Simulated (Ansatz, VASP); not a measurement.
**Lu in VASP and in Ansatz**

The input INCAR:

```
SYSTEM = Lu
PREC = Accurate
ENCUT = 520
EDIFF = 1E-6
ISMEAR = -1
SIGMA = 0.03
LREAL = .False.
LASPH = .True.
NELM = 60
ALGO = Normal
ISIF = 2
LWAVE = .False.
LCHARG = .False.
GGA = PE
NBANDS = 18
```

File KPOINTS:

```
Automatic mesh
0
Gamma
  13 13 13
  0 0 0
```

File POSCAR:

```
Lu
1.0
    3.2028314127      0.0000000000      0.0000000000
    0.0000000000      3.2028314127      0.0000000000
    0.0000000000      0.0000000000      3.2028314127
Lu
1
Direct
    0.0000000000      0.0000000000      0.0000000000
```

Input for Ansatz:

```yaml
crystal:
  lattice:
    - [3.2028314127, 0.0, 0.0]
    - [0.0, 3.2028314127, 0.0]
    - [0.0, 0.0, 3.2028314127]
  atoms:
    - { symbol: Lu, position: [0.0, 0.0, 0.0] }
kpoints:
  mp_grid: { grid: [13, 13, 13] }
  band_path:
    path:
      - [0.0, 0.0, 0.0]
      - [0.0, 0.5, 0.0]
      - [0.5, 0.5, 0.0]
      - [0.0, 0.0, 0.0]
      - [0.5, 0.5, 0.5]
      - [0.0, 0.5, 0.0]
      - [0.5, 0.5, 0.5]
      - [0.5, 0.5, 0.0]
    npoints: 14
scf:
  occupations: { method: fermi_dirac, width: 0.03 }
hamiltonian:
  xc: pbe
  pseudopotentials: { kind: all_electron, lapw: { basis_error: 0.00025 } }
output:
  forces: true
  stress: true
  eigenvalues: true
  populations: true
  dos: { projected: true, de: 0.2, e_range: [-14, 8] }
```

This isn't the form of Lu at room conditions, which is hcp.

Alike in both runs: task single point; functional PBE; k mesh 13 × 13 × 13; occupations fermi-dirac, width 0.03 eV; no spin polarisation.

|  | VASP | Ansatz |
| --- | --- | --- |
| version | VASP 6.6.1 | Ansatz 0.2.0 |
| potentials or method | VASP PAW PBE potentials, release 64 (Lu) | all-electron LAPW, scalar-relativistic |
| plane-wave cutoff (eV) | 520 | see its input |

Ansatz gave:

| Item | Value |
| --- | --- |
| pressure (GPa) | 0.0 |

Problem. What did VASP give for the same quantities?

Solution. Pressure (GPa): 0.1.

Ansatz ran all-electron here, so the differences hold the error of VASP's frozen core and of both bases.

The runs have no spin-orbit coupling, so splittings on Lu are missing.
